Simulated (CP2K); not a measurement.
Crystal: CuO.

```
CELL_PARAMETERS angstrom
2.55255 0.00000 0.00000
0.00000 2.55255 0.00000
0.00000 0.00000 2.55255
ATOMIC_POSITIONS crystal
Cu 0.00000 0.00000 0.00000
O 0.50000 0.50000 0.50000
```

Measurements of this composition are mostly on another form, of space group No. 15.

Base run:

- Program: CP2K 2026.2
- Functional: r2SCAN
- Dispersion: D4
- Potentials or basis: POTENTIAL_UZH Cu GTH-SCAN-q11, O GTH-SCAN-q6; TZVP-MOLOPT-SCAN-GTH basis
- Density cutoff: 11565 eV
- k mesh: 10 × 10 × 10
- Occupations: fermi-dirac, width 0.05 eV
- Spin: no spin polarisation

Its results: band gap on the k mesh none (metal or under the smearing width); pressure 13.4 GPa.

**Question.** The run is repeated on the same cell with these changes: dispersion from D4 to none. What comes out?

**Answer.** Band gap on the k mesh none (metal or under the smearing width); pressure 15.2 GPa.

Dispersion adds attraction, which lowers the pressure at fixed volume and, as a term added to the energy, leaves the levels alone.

Caveats: the basis of atomic orbitals isn't converged, which shifts pressures, moduli and gaps; an odd number of electrons without spin polarisation forces a metal; a magnetic or distorted state may lie lower; the run has no spin polarisation, though such a crystal can be magnetic; semilocal functionals often make such compounds metallic where correlation or magnetic order opens a gap, which also shifts bond lengths; pairwise dispersion overbinds metals, which lowers pressure and volume (some runs).
